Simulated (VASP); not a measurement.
# H (I4/mmm) in VASP: notebook

The runs below take H through single point, with PBE.

Program: VASP 6.6.1. These are calculated values, not measurements. Logs are shortened: lines on timing, memory, paths and dates and some standing lists are left out, and cuts for length are marked.

**1. Starting point**

The structure is tetragonal, space group I4/mmm (No. 139). Conventional cell: a = 3.383 Å, b = 3.383 Å, c = 4.117 Å, α = 90.00°, β = 90.00°, γ = 90.00°. Around H (site symmetry 4mm) lie 1 H at 0.74 Å.

**2. Single point, PBE**

Contents of INCAR:

```
SYSTEM = H
  PREC = Accurate
  ENCUT = 250
  EDIFF = 1E-6
  ISMEAR = 0
  SIGMA = 0.05
  LREAL = .FALSE.
  LASPH = .TRUE.
  NELM = 100
  ALGO = Normal
  ISIF = 2
  LWAVE = .FALSE.
  LCHARG = .FALSE.
  GGA = PE
  ADDGRID = .FALSE.
```

Contents of KPOINTS:

```
Automatic mesh
0
G
  4 4 4
  0 0 0
```

Contents of POSCAR:

```
H
1.0
   -1.6915344700      1.6915344700      2.0584739900
    1.6915344700     -1.6915344700      2.0584739900
    1.6915344700      1.6915344700     -2.0584739900
H
2
Direct
    0.0961830000      0.0949540000      0.0224580000
    0.9170920000      0.8909110000      0.0100700000
```

Potentials or basis: VASP PAW PBE potentials, release 64 (H).

On the command line:

```bash
$ cat potpaw_PBE.64/H/POTCAR > POTCAR
$ mpirun -np 1 vasp_std > vasp.out
```

OUTCAR:

```text
SYSTEM = H
   PREC = Accurate
   ENCUT = 250
   EDIFF = 1E-6
   ISMEAR = 0
   LREAL = .FALSE.
   LASPH = .TRUE.
   NELM = 100
   ISIF = 2
   GGA = PE

 Found     36 irreducible k-points:

 Following reciprocal coordinates:
            Coordinates               Weight
  0.000000  0.000000  0.000000      1.000000
  0.250000  0.000000  0.000000      2.000000
  0.000000  0.250000  0.000000      2.000000
  0.000000  0.250000 -0.250000      2.000000
  0.250000  0.000000 -0.250000      2.000000
  0.500000  0.000000  0.000000      1.000000
   k-points           NKPTS =     36   k-points in BZ     NKDIM =     36   number of bands    NBANDS=      5
   number of dos      NEDOS =    301   number of ions     NIONS =      2
   total plane-waves  NPLWV =   4096
   dimension x,y,z NGX =    16 NGY =   16 NGZ =   16
   dimension x,y,z NGXF=    32 NGYF=   32 NGZF=   32
   ions per type =               2
   NGX,Y,Z   is equivalent  to a cutoff of   8.43,  8.43,  8.43 a.u.
   NGXF,Y,Z  is equivalent  to a cutoff of  16.86, 16.86, 16.86 a.u.
 SYSTEM =  H
   PREC   = accura    normal or accurate (medium, high low for compatibility)
   ISTART =      0    job   : 0-new  1-cont  2-samecut
   ICHARG =      2    charge: 1-file 2-atom 10-const
   ISPIN  =      1    spin polarized calculation?
   LNONCOLLINEAR =      F non collinear calculations
   LSORBIT =      F    spin-orbit coupling
   LASPH  =      T    aspherical Exc in radial PAW
   ENCUT  =  250.0 eV  18.37 Ry    4.29 a.u.   4.07  4.07  4.07*2*pi/ulx,y,z
   NELM   =    100;   NELMIN=  2; NELMDL= -5     # of ELM steps
   EDIFF  = 0.1E-05   stopping-criterion for ELM
   LREAL  =      F    real-space projection
   EDIFFG = 0.1E-04   stopping-criterion for IOM
   NSW    =      0    number of steps for IOM
   IBRION =     -1    ionic relax: 0-MD 1-quasi-New 2-CG
   NFREE  =      0    steps in history (QN), initial steepest desc. (CG)
   ISIF   =      2    stress and relaxation
   ISYM   =      2    0-nonsym 1-usesym 2-fastsym
   POTIM  = 0.5000    time-step for ionic-motion
   TEBEG  =    0.0;   TEEND  =   0.0 temperature during run
   PSTRESS=    0.0 pullay stress
   NELECT =       2.0000    total number of electrons
   NUPDOWN=      -1.0000    fix difference up-down
   EMIN   =  10.00;   EMAX   =-10.00  energy-range for DOS
   EFERMI =   0.00;   METHOD = LEGACY
   ISMEAR =     0;   SIGMA  =   0.05  broadening in eV -4-tet -1-fermi 0-gaus
   EFERMI_NEDOS =   21; number of points for ismear=-14 and -15
   IALGO  =     38    algorithm
   IMIX   =      4    mixing-type and parameters
     AMIX     =   0.40;   BMIX     =  1.00
     AMIX_MAG =   1.60;   BMIX_MAG =  1.00
  volume/ion in A,a.u.               =      11.78        79.49
  Fermi-wavevector in a.u.,A,eV,Ry     =   0.719497  1.359653  7.043413  0.517676
  Thomas-Fermi vector in A             =   1.808708
   LORBIT       =      0    0 simple, 1 ext, 2 COOP (PROOUT), +10 PAW based schemes
   GGA     = PE    functional components
   LHFCALC =     F    Hartree Fock is set to
   AEXX    =    0.0000 exact exchange contribution
   IVDW    =     0    specifies the selected vdW correction
   LEPSILON=     F    determine dielectric tensor
   LRPA    =     F    only Hartree local field effects (RPA)
 non-spin polarized calculation
 Gauss-broadening in eV      SIGMA  =   0.05
  energy-cutoff  :      250.00
  volume of cell :       23.56
 maximum number of plane-waves:       224
   NGX =  9   NGY =  9   NGZ =  9

 number of electron       2.0000000 magnetization

 Free energy of the ion-electron system (eV)
  ---------------------------------------------------
  ext. energy  EPLUGINS =         0.00000000
  ---------------------------------------------------
  free energy    TOTEN  =        -6.70342390 eV

  energy without entropy =       -6.70342390  energy(sigma->0) =       -6.70342390

 E-fermi :  -7.6855     XC(G=0):  -5.4005

 val. band max:       -7.9315750059   @ k =   0.5000   0.5000   0.5000
 cond. band min:       0.5045195616   @ k =   0.0000   0.5000   0.0000
 fundamental gap:      8.4360945675
 Fermi energy:        -7.6854834160

 k-point     1 :       0.0000    0.0000    0.0000
  band No.  band energies     occupation
      1     -10.4047      2.00000
      2       5.6278      0.00000
      3       8.6835      0.00000
      4      15.3798      0.00000
      5      15.3913      0.00000

 k-point     2 :       0.2500    0.0000    0.0000
  band No.  band energies     occupation
      1      -9.6837      2.00000
      2       2.9867      0.00000
      3       9.3867      0.00000
      4      11.4466      0.00000
      5      13.1300      0.00000

 k-point     3 :       0.0000    0.2500    0.0000
  band No.  band energies     occupation
      1      -9.6691      2.00000
      2       2.8172      0.00000
      3       9.4852      0.00000
      4      11.7284      0.00000
      5      13.0791      0.00000

 k-point     4 :       0.0000    0.2500   -0.2500
  band No.  band energies     occupation
      1      -9.6764      2.00000
      2       2.9020      0.00000
      3       9.4368      0.00000
      4      11.5776      0.00000
      5      13.1101      0.00000

 k-point     5 :       0.2500    0.0000   -0.2500
  band No.  band energies     occupation
      1      -9.6908      2.00000
      2       3.0686      0.00000
      3       9.3355      0.00000
      4      11.3347      0.00000
      5      13.1431      0.00000

 k-point     6 :       0.5000    0.0000    0.0000
  band No.  band energies     occupation
      1      -8.7843      2.00000
      2       0.7403      0.00000
      3       8.8909      0.00000
      4      10.3146      0.00000
      5      12.1921      0.00000

 [... further k-points ...]

------------------------ aborting loop because EDIFF is reached ----------------------------------------

  FORCE on cell =-STRESS in cart. coord.  units (eV):
  Direction    XX          YY          ZZ          XY          YZ          ZX
  --------------------------------------------------------------------------------------
  -------------------------------------------------------------------------------------
  Total       -0.4858187     -0.4830268     -0.8183358      0.0005729      0.0102621     -0.0305078
  in kB      -33.0383013    -32.8484384    -55.6512637      0.0389616      0.6978788     -2.0746976
  external PRESSURE =     -40.5126678 kB  Pullay stress =       0.0000000 kB

 VOLUME and BASIS-vectors are now :
 -----------------------------------------------------------------------------
  energy-cutoff  :      250.00
  volume of cell :       23.56
      direct lattice vectors                 reciprocal lattice vectors
    -1.691534470  1.691534470  2.058473990     0.000000000  0.295589602  0.242898381
     1.691534470 -1.691534470  2.058473990     0.295589602  0.000000000  0.242898381
     1.691534470  1.691534470 -2.058473990     0.295589602  0.295589602  0.000000000

 POSITION                                       TOTAL-FORCE (eV/Angst)
 -----------------------------------------------------------------------------------
      0.03591      0.04007      0.34722        -0.044615      0.015024     -0.520875
     -0.02725      0.06132      3.70100         0.044615     -0.015024      0.520875
 -----------------------------------------------------------------------------------
    total drift:                                0.000002     -0.000003     -0.000005

  FREE ENERGIE OF THE ION-ELECTRON SYSTEM (eV)
  ---------------------------------------------------
  free  energy   TOTEN  =        -6.7034238987 eV

  energy  without entropy=       -6.7034238987  energy(sigma->0) =       -6.70342390
```

It took 1.4 s on 1 thread of Intel Xeon Platinum 8488C (Sapphire Rapids), shared host; peak memory 0.1 GiB.

These settings aren't checked as converged: the numbers below hold their error.

Results:

```yaml
Free_energy: -6.7034 eV
Largest_force: 0.523 eV/Å
Band_gap_on_the_k_mesh: 8.44 eV, indirect (least direct gap 9.25 eV)
```

Caveat: the k mesh is coarse (spacing up to 0.66 Å⁻¹), so the values aren't converged; the cutoff is under 1.25 times the usual one of these potentials, so pressure, stress and relaxed cells hold a basis-set (Pulay) error.

**3. Single point, PBE**

Changes to INCAR since step 2:

```diff
@@ -2,3 +2,3 @@
   PREC = Accurate
-  ENCUT = 250
+  ENCUT = 450
   EDIFF = 1E-6
```

Contents of KPOINTS:

```
Automatic mesh
0
G
  3 3 3
  0 0 0
```

Contents of POSCAR:

```
H
1.0
   -1.6915344700      1.6915344700      2.0584739900
    1.6915344700     -1.6915344700      2.0584739900
    1.6915344700      1.6915344700     -2.0584739900
H
2
Direct
    0.0901377100      0.0901377100      0.0000000000
    0.9098622900      0.9098622900      0.0000000000
```

Potentials or basis: VASP PAW PBE potentials, release 64 (H).

On the command line:

```bash
$ cat potpaw_PBE.64/H/POTCAR > POTCAR
$ mpirun -np 1 vasp_std > vasp.out
```

OUTCAR:

```text
SYSTEM = H
   PREC = Accurate
   ENCUT = 450
   EDIFF = 1E-6
   ISMEAR = 0
   LREAL = .FALSE.
   LASPH = .TRUE.
   NELM = 100
   ISIF = 2
   GGA = PE

 Found      6 irreducible k-points:

 Following reciprocal coordinates:
            Coordinates               Weight
  0.000000  0.000000  0.000000      1.000000
  0.333333 -0.000000  0.000000      8.000000
  0.333333  0.333333  0.000000      8.000000
 -0.333333  0.333333  0.000000      4.000000
 -0.333333  0.333333  0.333333      4.000000
 -0.333333 -0.333333  0.333333      2.000000
   k-points           NKPTS =      6   k-points in BZ     NKDIM =      6   number of bands    NBANDS=      5
   number of dos      NEDOS =    301   number of ions     NIONS =      2
   total plane-waves  NPLWV =  13824
   dimension x,y,z NGX =    24 NGY =   24 NGZ =   24
   dimension x,y,z NGXF=    48 NGYF=   48 NGZF=   48
   ions per type =               2
   NGX,Y,Z   is equivalent  to a cutoff of  12.64, 12.64, 12.64 a.u.
   NGXF,Y,Z  is equivalent  to a cutoff of  25.29, 25.29, 25.29 a.u.
 SYSTEM =  H
   PREC   = accura    normal or accurate (medium, high low for compatibility)
   ISTART =      0    job   : 0-new  1-cont  2-samecut
   ICHARG =      2    charge: 1-file 2-atom 10-const
[... 55 lines left out ...]

 E-fermi :  -8.2949     XC(G=0):  -5.3472

 val. band max:       -8.5554593551   @ k =  -0.3333   0.3333   0.3333
 cond. band min:       1.7189915547   @ k =  -0.3333  -0.3333   0.3333
 fundamental gap:     10.2744509098
 Fermi energy:        -8.2948697878

 k-point     1 :       0.0000    0.0000    0.0000
  band No.  band energies     occupation
      1     -10.5258      2.00000
      2       5.4445      0.00000
      3       8.9324      0.00000
      4      15.3776      0.00000
      5      15.3776      0.00000
[... 33 lines left out ...]
 k-point     6 :      -0.3333   -0.3333    0.3333
  band No.  band energies     occupation
      1      -8.7983      2.00000
      2       1.7190      0.00000
      3       8.9491      0.00000
      4       8.9491      0.00000
      5      10.9095      0.00000

------------------------ aborting loop because EDIFF is reached ----------------------------------------

  FORCE on cell =-STRESS in cart. coord.  units (eV):
  Direction    XX          YY          ZZ          XY          YZ          ZX
  --------------------------------------------------------------------------------------
  -------------------------------------------------------------------------------------
  Total       -0.0237386     -0.0237386      0.1727262      0.0000000      0.0000000      0.0000000
  in kB       -1.6143508     -1.6143508     11.7463166      0.0000000      0.0000000      0.0000000
  external PRESSURE =       2.8392050 kB  Pullay stress =       0.0000000 kB

 VOLUME and BASIS-vectors are now :
 -----------------------------------------------------------------------------
  energy-cutoff  :      450.00
  volume of cell :       23.56
      direct lattice vectors                 reciprocal lattice vectors
    -1.691534470  1.691534470  2.058473990     0.000000000  0.295589602  0.242898381
     1.691534470 -1.691534470  2.058473990     0.295589602  0.000000000  0.242898381
     1.691534470  1.691534470 -2.058473990     0.295589602  0.295589602  0.000000000

 POSITION                                       TOTAL-FORCE (eV/Angst)
 -----------------------------------------------------------------------------------
      0.00000      0.00000      0.37109        -0.000000     -0.000000      0.289585
      0.00000      0.00000      3.74586         0.000000      0.000000     -0.289585
 -----------------------------------------------------------------------------------
    total drift:                               -0.000000      0.000000     -0.000000

  FREE ENERGIE OF THE ION-ELECTRON SYSTEM (eV)
  ---------------------------------------------------
  free  energy   TOTEN  =        -6.7796286411 eV

  energy  without entropy=       -6.7796286411  energy(sigma->0) =       -6.77962864
```

OSZICAR:

```text
N       E                     dE             d eps       ncg     rms          rms(c)
DAV:   1    -0.692368972331E+01   -0.69237E+01   -0.25627E+02    60   0.182E+02
DAV:   2    -0.734859281679E+01   -0.42490E+00   -0.42490E+00    85   0.178E+01
DAV:   3    -0.734899988547E+01   -0.40707E-03   -0.40707E-03    65   0.603E-01
DAV:   4    -0.734900078885E+01   -0.90339E-06   -0.90339E-06    85   0.290E-02
DAV:   5    -0.734900079108E+01   -0.22235E-08   -0.22236E-08    65   0.125E-03    0.446E+00
DAV:   6    -0.695956963523E+01    0.38943E+00   -0.20741E-01    60   0.215E+00    0.244E+00
DAV:   7    -0.677610793427E+01    0.18346E+00   -0.45712E-01    60   0.339E+00    0.278E-01
DAV:   8    -0.678057186474E+01   -0.44639E-02   -0.92034E-03    60   0.541E-01    0.174E-01
DAV:   9    -0.677961480512E+01    0.95706E-03   -0.24195E-03    60   0.268E-01    0.128E-02
DAV:  10    -0.677962432687E+01   -0.95218E-05   -0.38386E-05    60   0.508E-02    0.431E-03
DAV:  11    -0.677962833127E+01   -0.40044E-05   -0.40996E-06    60   0.172E-02    0.215E-03
DAV:  12    -0.677962864114E+01   -0.30987E-06   -0.98621E-08    40   0.242E-03
   1 F= -.67796286E+01 E0= -.67796286E+01  d E =-.667499E-14
```

stdout:

```text
POSCAR found type information on POSCAR H
 POSCAR found :  1 types and       2 ions
 scaLAPACK will be used
 LDA part: xc-table for (Slater+PW92), standard interpolation
 POSCAR, INCAR and KPOINTS ok, starting setup
 FFT: planning ... GRIDC
 FFT: planning ... GRID_SOFT
 FFT: planning ... GRID
 WAVECAR not read
 entering main loop
```

Run time: 1.5 s. Hardware: 1 thread of Intel Xeon Platinum 8488C (Sapphire Rapids), shared host; peak memory 0.12 GiB.

These settings aren't checked as converged: the numbers below hold their error.

What came out:

```yaml
Free_energy: -6.7796 eV
Pressure: 0.3 GPa
Largest_force: 0.290 eV/Å
Band_gap_on_the_k_mesh: 10.27 eV, indirect (least direct gap 10.52 eV)
```

Caveat: the k mesh is coarse (spacing up to 0.88 Å⁻¹), so the values aren't converged; an odd mesh through Γ misses points on the zone boundary, where band edges often lie.
